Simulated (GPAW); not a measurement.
Wanted: an ASE script for a GPAW 26.7.0 run.

```yaml
Task: single point
Functional: TB-mBJ
Potentials_or_basis: GPAW PAW data sets for LDA (gpaw-data 1.2.1)
Cutoff: 800 eV
Basis: pw
k_mesh: 12 × 12 × 12
Occupations: fermi-dirac, width 0.05 eV
Spin: no spin polarisation
Maxiter: 150
```

AlN:

```
Al N
1.0
     0.00000    2.03452    2.03452
     2.03452    0.00000    2.03452
     2.03452    2.03452    0.00000
Al N
1 1
Direct
  0.50000 0.50000 0.50000
  0.00000 0.00000 0.00000
```

Measurements of this composition are mostly on another form, of space group No. 186.

These files were run (other wordings do the same):

run.py

```python
from ase import Atoms
from ase.dft.bandgap import bandgap
from ase.io import write
from gpaw import GPAW, PW

atoms = Atoms(['Al', 'N'],
              cell=[[0.0, 2.034518, 2.034518],
                    [2.034518, 0.0, 2.034518],
                    [2.034518, 2.034518, 0.0]],
              scaled_positions=[[0.5, 0.5, 0.5],
                                [0.0, 0.0, 0.0]],
              pbc=True)

calc = GPAW(mode=PW(800),
            xc='TB09',
            kpts={'size': (12, 12, 12), 'gamma': True},
            occupations={'name': 'fermi-dirac', 'width': 0.05},
            nbands=11,
            convergence={'density': 1e-05, 'energy': 1e-05},
            eigensolver='cg',
            maxiter=150,
            txt='gpaw.txt')
atoms.calc = calc
energy = atoms.get_potential_energy()
calc.write('gs.gpw')
write('result.traj', atoms)
print('Fermi level:', round(calc.get_fermi_level(), 4), 'eV')
print(f'Gap: {bandgap(calc)[0]:.4f} eV, direct: {bandgap(calc, direct=True)[0]:.4f} eV')
```

Potentials or basis: GPAW PAW data sets for LDA (gpaw-data 1.2.1), pw.

Command:

```console
$ OMP_NUM_THREADS=1 python run.py
```

It gave:

```
Band gap on the k mesh : 5.91 eV, indirect (least direct gap 6.60 eV)
```

Caveat: a model potential gives levels but no total energy.

Wall time 40 s on 1 thread of Arm Neoverse V2, on a shared host, peak memory 0.2 GiB.
